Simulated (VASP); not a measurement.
# Zr (P-1) in VASP: notebook

Aim: see how the results for Zr move with the level of theory and the settings. Levels: r2SCAN, LDA, PBE, PBEsol. Tasks: band structure.

Program: VASP 6.6.1. These are calculated values, not measurements. Logs are shortened: lines on timing, memory, paths and dates and some standing lists are left out, and cuts for length are marked.

### 1 The cell of the first run

The typed cell holds 2 atoms: a = 3.232 Å, b = 3.232 Å, c = 5.147 Å, α = 90.00°, β = 90.00°, γ = 120.00°.

### 2 Band structure, r2SCAN (atom 2 moved 0.06 Å)

The input, INCAR:

```
PREC = Accurate
ENCUT = 520
EDIFF = 1E-6
ISMEAR = -1
SIGMA = 0.05
LREAL = F
LASPH = T
NELM = 60
ALGO = Normal
ISIF = 2
LWAVE = F
LCHARG = F
LMAXMIX = 4
METAGGA = R2SCAN
LMIXTAU = T
NBANDS = 19
```

The input, KPOINTS:

```
Automatic mesh
0
Gamma
  7 7 4
```

The input, POSCAR:

```
Zr
1.0
    3.2319982200      0.0000000000      0.0000000000
   -1.6159991100      2.7989925700      0.0000000000
    0.0000000000      0.0000000000      5.1470000000
Zr
2
Direct
    0.3346542400      0.6741300100      0.2538998500
    0.6653457600      0.3258699900      0.7461001500
```

The input, KPOINTS_OPT:

```
path GMKGALHA,LM,KH
15
line-mode
reciprocal
 0.0000000000  0.0000000000  0.0000000000  G
 0.5000000000  0.0000000000  0.0000000000  M

 0.5000000000  0.0000000000  0.0000000000  M
 0.3333333333  0.3333333333  0.0000000000  K

 0.3333333333  0.3333333333  0.0000000000  K
 0.0000000000  0.0000000000  0.0000000000  G

 0.0000000000  0.0000000000  0.0000000000  G
 0.0000000000  0.0000000000  0.5000000000  A

 0.0000000000  0.0000000000  0.5000000000  A
 0.5000000000  0.0000000000  0.5000000000  L

 0.5000000000  0.0000000000  0.5000000000  L
 0.3333333333  0.3333333333  0.5000000000  H

 0.3333333333  0.3333333333  0.5000000000  H
 0.0000000000  0.0000000000  0.5000000000  A

 0.5000000000  0.0000000000  0.5000000000  L
 0.5000000000  0.0000000000  0.0000000000  M

 0.3333333333  0.3333333333  0.0000000000  K
 0.3333333333  0.3333333333  0.5000000000  H
```

Potentials or basis: VASP PAW PBE potentials, release 64 (Zr_sv).

Command:

```
$ cat potpaw_PBE.64/Zr_sv/POTCAR > POTCAR
$ mpirun -np 1 vasp_std > vasp.out
```

OUTCAR:

```text
PREC = Accurate
   ENCUT = 520
   EDIFF = 1E-6
   ISMEAR = -1
   LREAL = F
   LASPH = T
   NELM = 60
   ISIF = 2
   METAGGA = R2SCAN

 ion  position               nearest neighbor table
   1  0.335  0.674  0.254-   2 3.12   2 3.15   2 3.17   2 3.19   2 3.22   2 3.23
   2  0.665  0.326  0.746-   1 3.12   1 3.15   1 3.17   1 3.19   1 3.22   1 3.23

  LATTYP: Found a hexagonal cell.
 ALAT       =     3.2319982200
 C/A-ratio  =     1.5925132533

  Lattice vectors:

 A1 = (   3.2319982200,   0.0000000000,   0.0000000000)
 A2 = (  -1.6159991100,   2.7989925700,   0.0000000000)
 A3 = (   0.0000000000,   0.0000000000,   5.1470000000)

Analysis of symmetry for initial positions (statically):
=====================================================================
 Subroutine PRICEL returns:
 Original cell was already a primitive cell.

 Routine SETGRP: Setting up the symmetry group for a
 hexagonal supercell.

 Subroutine GETGRP returns: Found  2 space group operations
 (whereof  2 operations were pure point group operations)
 out of a pool of 24 trial point group operations.

The static configuration has the point symmetry S_2 .

Analysis of symmetry for dynamics (positions and initial velocities):
=====================================================================
 Subroutine PRICEL returns:
 Original cell was already a primitive cell.

 Routine SETGRP: Setting up the symmetry group for a
 hexagonal supercell.

 Subroutine GETGRP returns: Found  2 space group operations
 (whereof  2 operations were pure point group operations)
 out of a pool of 24 trial point group operations.

The dynamic configuration has the point symmetry S_2 .

 Subroutine INISYM returns: Found  2 space group operations
 (whereof  2 operations are pure point group operations),
 and found     1 'primitive' translations

----------------------------------------------------------------------------------------

                                     Primitive cell

  volume of cell :      46.5615

  direct lattice vectors                    reciprocal lattice vectors
     3.231998220  0.000000000  0.000000000     0.309406111  0.178635701  0.000000000
    -1.615999110  2.798992570  0.000000000     0.000000000  0.357271402  0.000000000
     0.000000000  0.000000000  5.147000000     0.000000000  0.000000000  0.194287935

  length of vectors
     3.231998220  3.231998226  5.147000000     0.357271403  0.357271402  0.194287935

  position of ions in fractional coordinates (direct lattice)
     0.334654240  0.674130010  0.253899850
     0.665345760  0.325869990  0.746100150

  ion indices of the primitive-cell ions
   primitive index   ion index
                 1           1
                 2           2

----------------------------------------------------------------------------------------

 KPOINTS: Automatic mesh

Automatic generation of k-mesh.
 Grid dimensions read from file:
 generate k-points for:    7    7    4

 Generating k-lattice:

  Cartesian coordinates                     Fractional coordinates (reciprocal lattice)
     0.044200873  0.025519386  0.000000000     0.142857143  0.000000000  0.000000000
     0.000000000  0.051038772  0.000000000     0.000000000  0.142857143  0.000000000
     0.000000000  0.000000000  0.048571984     0.000000000  0.000000000  0.250000000

  Length of vectors
     0.051038772  0.051038772  0.048571984

  Shift w.r.t. Gamma in fractional coordinates (k-lattice)
     0.000000000  0.000000000  0.000000000

 Subroutine IBZKPT returns following result:
 ===========================================

 Found     99 irreducible k-points:

 Following reciprocal coordinates:
            Coordinates               Weight
  0.000000  0.000000  0.000000      1.000000
  0.142857  0.000000  0.000000      2.000000
  0.000000  0.142857  0.000000      2.000000
 -0.142857  0.142857  0.000000      2.000000
  0.285714  0.000000  0.000000      2.000000
  0.000000  0.285714  0.000000      2.000000
[... 16 lines left out ...]
  0.285714  0.285714  0.000000      2.000000
 -0.285714 -0.428571  0.000000      2.000000
 [... further k-points ...]
   k-points           NKPTS =     99   k-points in BZ     NKDIM =     99   number of bands    NBANDS=     19
   number of dos      NEDOS =    301   number of ions     NIONS =      2
   total plane-waves  NPLWV =  23040
   dimension x,y,z NGX =    24 NGY =   24 NGZ =   40
   dimension x,y,z NGXF=    48 NGYF=   48 NGZF=   80
   ions per type =               2
   NGX,Y,Z   is equivalent  to a cutoff of  12.35, 12.35, 12.92 a.u.
   NGXF,Y,Z  is equivalent  to a cutoff of  24.69, 24.69, 25.84 a.u.
 SYSTEM =  unknown system
   PREC   = accura    normal or accurate (medium, high low for compatibility)
   ISTART =      0    job   : 0-new  1-cont  2-samecut
   ICHARG =      2    charge: 1-file 2-atom 10-const
   ISPIN  =      1    spin polarized calculation?
   LNONCOLLINEAR =      F non collinear calculations
   LSORBIT =      F    spin-orbit coupling
   LASPH  =      T    aspherical Exc in radial PAW
   ENCUT  =  520.0 eV  38.22 Ry    6.18 a.u.   6.01  6.01  9.57*2*pi/ulx,y,z
   NELM   =     60;   NELMIN=  2; NELMDL= -5     # of ELM steps
   EDIFF  = 0.1E-05   stopping-criterion for ELM
   LREAL  =      F    real-space projection
[... 7 lines left out ...]
   TEBEG  =    0.0;   TEEND  =   0.0 temperature during run
   PSTRESS=    0.0 pullay stress
   NELECT =      24.0000    total number of electrons
   NUPDOWN=      -1.0000    fix difference up-down
   EMIN   =  10.00;   EMAX   =-10.00  energy-range for DOS
   EFERMI =   0.00;   METHOD = LEGACY
   ISMEAR =    -1;   SIGMA  =   0.05  broadening in eV -4-tet -1-fermi 0-gaus
   EFERMI_NEDOS =   21; number of points for ismear=-14 and -15
   IALGO  =     38    algorithm
   IMIX   =      4    mixing-type and parameters
     AMIX     =   0.40;   BMIX     =  1.00
     AMIX_MAG =   1.60;   BMIX_MAG =  1.00
  volume/ion in A,a.u.               =      23.28       157.11
  Fermi-wavevector in a.u.,A,eV,Ry     =   1.312612  2.480476 23.442147  1.722949
  Thomas-Fermi vector in A             =   2.442992
   LORBIT       =      0    0 simple, 1 ext, 2 COOP (PROOUT), +10 PAW based schemes
   METAGGA = R2SCAN    functional components
   LHFCALC =     F    Hartree Fock is set to
   AEXX    =    0.0000 exact exchange contribution
   IVDW    =     0    specifies the selected vdW correction
   LEPSILON=     F    determine dielectric tensor
   LRPA    =     F    only Hartree local field effects (RPA)
 non-spin polarized calculation
  energy-cutoff  :      520.00
  volume of cell :       46.56
 maximum number of plane-waves:      1272
   NGX = 13   NGY = 13   NGZ = 19

 number of electron      24.0000000 magnetization

 Free energy of the ion-electron system (eV)
  ---------------------------------------------------
  ext. energy  EPLUGINS =         0.00000000
  ---------------------------------------------------
  free energy    TOTEN  =       -45.50127888 eV

  energy without entropy =      -45.48459376  energy(sigma->0) =      -45.49293632

 E-fermi :   9.1343     XC(G=0): -11.9490

 val. band max:        9.0997714847   @ k =  -0.2857  -0.4286   0.2500
 cond. band min:       9.1869244636   @ k =  -0.4286  -0.2857   0.2500
 fundamental gap:      0.0871529789
 Fermi energy:         9.1342798461

 k-point     1 :       0.0000    0.0000    0.0000
  band No.  band energies     occupation
      1     -41.5143      2.00000
      2     -41.3461      2.00000
      3     -19.3742      2.00000
      4     -18.4639      2.00000
      5     -18.4466      2.00000
      6     -18.3146      2.00000
[... 11 lines left out ...]
     18      11.5439      0.00000
     19      13.6405      0.00000

 k-point     2 :       0.1429    0.0000    0.0000
  band No.  band energies     occupation
      1     -41.4902      2.00000
      2     -41.3363      2.00000
      3     -19.3099      2.00000
      4     -18.5945      2.00000
      5     -18.5004      2.00000
      6     -18.4519      2.00000
[... 11 lines left out ...]
     18      11.3081      0.00000
     19      14.0868      0.00000

 k-point     3 :       0.0000    0.1429    0.0000
  band No.  band energies     occupation
      1     -41.4898      2.00000
      2     -41.3367      2.00000
      3     -19.3079      2.00000
      4     -18.6016      2.00000
      5     -18.4934      2.00000
      6     -18.4486      2.00000
[... 11 lines left out ...]
     18      11.2624      0.00000
     19      14.0104      0.00000

 k-point     4 :      -0.1429    0.1429    0.0000
  band No.  band energies     occupation
      1     -41.4904      2.00000
      2     -41.3361      2.00000
      3     -19.3111      2.00000
      4     -18.5900      2.00000
      5     -18.5052      2.00000
      6     -18.4537      2.00000
[... 11 lines left out ...]
     18      11.3226      0.00000
     19      14.1467      0.00000

 k-point     5 :       0.2857    0.0000    0.0000
  band No.  band energies     occupation
      1     -41.4321      2.00000
      2     -41.3177      2.00000
      3     -19.1441      2.00000
      4     -18.9072      2.00000
      5     -18.7491      2.00000
      6     -18.5940      2.00000
[... 11 lines left out ...]
     18      12.6467      0.00000
     19      14.4833      0.00000
[... 334 lines left out ...]
      2     -41.3179      2.00000
      3     -19.1492      2.00000
      4     -18.9814      2.00000
      5     -18.8424      2.00000
      6     -18.7489      2.00000
[... 11 lines left out ...]
     18      14.3646      0.00000
     19      15.7128      0.00000

 k-point    22 :       0.4286    0.4286    0.0000
  band No.  band energies     occupation
      1     -41.3613      2.00000
      2     -41.3094      2.00000
      3     -19.1505      2.00000
      4     -18.9743      2.00000
      5     -18.8890      2.00000
      6     -18.7545      2.00000
[... 11 lines left out ...]
     18      14.3757      0.00000
     19      15.5864      0.00000

 k-point    23 :       0.2857    0.2857    0.0000
  band No.  band energies     occupation
      1     -41.3448      2.00000
      2     -41.3180      2.00000
      3     -19.0578      2.00000
      4     -18.9449      2.00000
      5     -18.8428      2.00000
      6     -18.7925      2.00000
[... 11 lines left out ...]
     18      14.0981      0.00000
     19      15.8164      0.00000

 k-point    24 :      -0.2857   -0.4286    0.0000
  band No.  band energies     occupation
      1     -41.3470      2.00000
      2     -41.3159      2.00000
      3     -19.0577      2.00000
      4     -18.9429      2.00000
      5     -18.8509      2.00000
      6     -18.7976      2.00000
[... 11 lines left out ...]
     18      14.1070      0.00000
     19      15.8138      0.00000

 [... further k-points ...]
[... 5 lines left out ...]
  --------------------------------------------------------------------------------------
  -------------------------------------------------------------------------------------
  Total        0.1504649      0.5086469      0.2896496      0.0607156     -0.0007880     -0.0001681
  in kB        5.1774822     17.5024957      9.9668181      2.0892192     -0.0271147     -0.0057844
  external PRESSURE =      10.8822653 kB  Pullay stress =       0.0000000 kB

 VOLUME and BASIS-vectors are now :
 -----------------------------------------------------------------------------
  energy-cutoff  :      520.00
  volume of cell :       46.56
      direct lattice vectors                 reciprocal lattice vectors
     3.231998220  0.000000000  0.000000000     0.309406111  0.178635701  0.000000000
    -1.615999110  2.798992570  0.000000000     0.000000000  0.357271402  0.000000000
     0.000000000  0.000000000  5.147000000     0.000000000  0.000000000  0.194287935

 POSITION                                       TOTAL-FORCE (eV/Angst)
 -----------------------------------------------------------------------------------
     -0.00779      1.88688      1.30682         0.009016     -0.015461     -0.132667
      1.62379      0.91211      3.84018        -0.009016      0.015461      0.132667
 -----------------------------------------------------------------------------------
    total drift:                               -0.000000      0.000000     -0.000000

  FREE ENERGIE OF THE ION-ELECTRON SYSTEM (eV)
  ---------------------------------------------------
  free  energy   TOTEN  =       -45.5012788830 eV

  energy  without entropy=      -45.4845937601  energy(sigma->0) =      -45.49293632
```

Run time: 12 min. Hardware: 1 thread of AMD EPYC 7R43 (Zen 3), shared host; peak memory 0.21 GiB.

Results:

| Item | Value |
| --- | --- |
| Free energy | -45.5013 eV |
| Pressure | 1.1 GPa |
| Largest force | 0.134 eV/Å |
| Band gap along the path | none (metal or under the smearing width) |

Forces in eV/Å, atoms in the order of the input:
```
Zr   0.009 -0.015 -0.133
Zr  -0.009  0.015  0.133
```

Levels at the corners of the path, in eV from the Fermi level:
| point | band 10 | band 11 | band 12 | band 13 | band 14 | band 15 |
| --- | --- | --- | --- | --- | --- | --- |
| Γ | -3.29 | 0.86 | 0.86 | 0.90 | 1.12 | 1.58 |
| M | -2.75 | -2.36 | -0.46 | 0.59 | 0.79 | 1.50 |
| M | -2.75 | -2.36 | -0.46 | 0.59 | 0.79 | 1.50 |
| K | -1.59 | -1.59 | -1.34 | 0.18 | 0.31 | 1.89 |
| K | -1.59 | -1.59 | -1.34 | 0.18 | 0.31 | 1.89 |
| Γ | -3.29 | 0.86 | 0.86 | 0.90 | 1.12 | 1.58 |
| Γ | -3.29 | 0.86 | 0.86 | 0.90 | 1.12 | 1.58 |
| A | -4.29 | -0.23 | 0.10 | 0.77 | 0.79 | 0.81 |
| A | -4.29 | -0.23 | 0.10 | 0.77 | 0.79 | 0.81 |
| L | -3.07 | -1.26 | -1.12 | 1.47 | 1.51 | 2.23 |
| L | -3.07 | -1.26 | -1.12 | 1.47 | 1.51 | 2.23 |
| H | -1.55 | -1.54 | -1.41 | -0.22 | -0.22 | 2.06 |
| H | -1.55 | -1.54 | -1.41 | -0.22 | -0.22 | 2.06 |
| A | -4.29 | -0.23 | 0.10 | 0.77 | 0.79 | 0.81 |
| L | -3.07 | -1.26 | -1.12 | 1.47 | 1.51 | 2.23 |
| M | -2.75 | -2.36 | -0.46 | 0.59 | 0.79 | 1.50 |
| K | -1.59 | -1.59 | -1.34 | 0.18 | 0.31 | 1.89 |
| H | -1.55 | -1.54 | -1.41 | -0.22 | -0.22 | 2.06 |

Caveat: the PAW data sets were made with another functional, which shifts forces and pressure a little.

### 3 Band structure, LDA (atom 2 moved 0.06 Å)

The input, INCAR:

```
SYSTEM = Zr
PREC = Accurate
ENCUT = 520
EDIFF = 1E-7
ISMEAR = -1
SIGMA = 0.05
LREAL = .False.
LASPH = .True.
NELM = 100
ALGO = Fast
ISIF = 2
LWAVE = .False.
LCHARG = .False.
LMAXMIX = 4
NBANDS = 19
```

The input, KPOINTS:

```
Automatic mesh
0
Gamma
  9 9 5
  0 0 0
```

POSCAR is that of step 2.

Edit KPOINTS_OPT of step 2 so:

```diff
@@ -1,3 +1,3 @@
 path GMKGALHA,LM,KH
-15
+10
 line-mode
```

Potentials or basis: VASP PAW LDA potentials, release 64 (Zr_sv).

Command:

```
$ cat potpaw_LDA.64/Zr_sv/POTCAR > POTCAR
$ mpirun -np 1 vasp_std > vasp.out
```

It took 5.3 min on 1 thread of AMD EPYC 7R13 (Zen 3), shared host; peak memory 0.3 GiB.

It converged, with:

```
Free energy             : -18.5358 eV
Pressure                : -5.9 GPa
Largest force           : 0.143 eV/Å
Band gap along the path : none (metal or under the smearing width)
```

Forces on the atoms (eV/Å):
```
Zr   0.011 -0.027 -0.140
Zr  -0.011  0.027  0.140
```

Stress tensor (GPa, compression positive):
```
-6.53  0.09  0.00
 0.09 -5.99  0.00
 0.00  0.00 -5.27
```

Levels at the corners of the path, in eV from the Fermi level:
| point | band 10 | band 11 | band 12 | band 13 | band 14 | band 15 |
| --- | --- | --- | --- | --- | --- | --- |
| Γ | -3.04 | 0.79 | 0.84 | 0.93 | 1.29 | 1.47 |
| M | -2.52 | -2.16 | -0.16 | 0.48 | 0.79 | 1.44 |
| M | -2.52 | -2.16 | -0.16 | 0.48 | 0.79 | 1.44 |
| K | -1.35 | -1.34 | -1.11 | 0.19 | 0.30 | 1.77 |
| K | -1.35 | -1.34 | -1.11 | 0.19 | 0.30 | 1.77 |
| Γ | -3.04 | 0.79 | 0.84 | 0.93 | 1.29 | 1.47 |
| Γ | -3.04 | 0.79 | 0.84 | 0.93 | 1.29 | 1.47 |
| A | -3.92 | -0.11 | 0.19 | 0.69 | 0.71 | 0.73 |
| A | -3.92 | -0.11 | 0.19 | 0.69 | 0.71 | 0.73 |
| L | -2.85 | -1.14 | -1.01 | 1.66 | 1.68 | 2.07 |
| L | -2.85 | -1.14 | -1.01 | 1.66 | 1.68 | 2.07 |
| H | -1.47 | -1.33 | -1.20 | -0.01 | 0.00 | 1.89 |
| H | -1.47 | -1.33 | -1.20 | -0.01 | 0.00 | 1.89 |
| A | -3.92 | -0.11 | 0.19 | 0.69 | 0.71 | 0.73 |
| L | -2.85 | -1.14 | -1.01 | 1.66 | 1.68 | 2.07 |
| M | -2.52 | -2.16 | -0.16 | 0.48 | 0.79 | 1.44 |
| K | -1.35 | -1.34 | -1.11 | 0.19 | 0.30 | 1.77 |
| H | -1.47 | -1.33 | -1.20 | -0.01 | 0.00 | 1.89 |

(Part 1 of 2 ends here.)
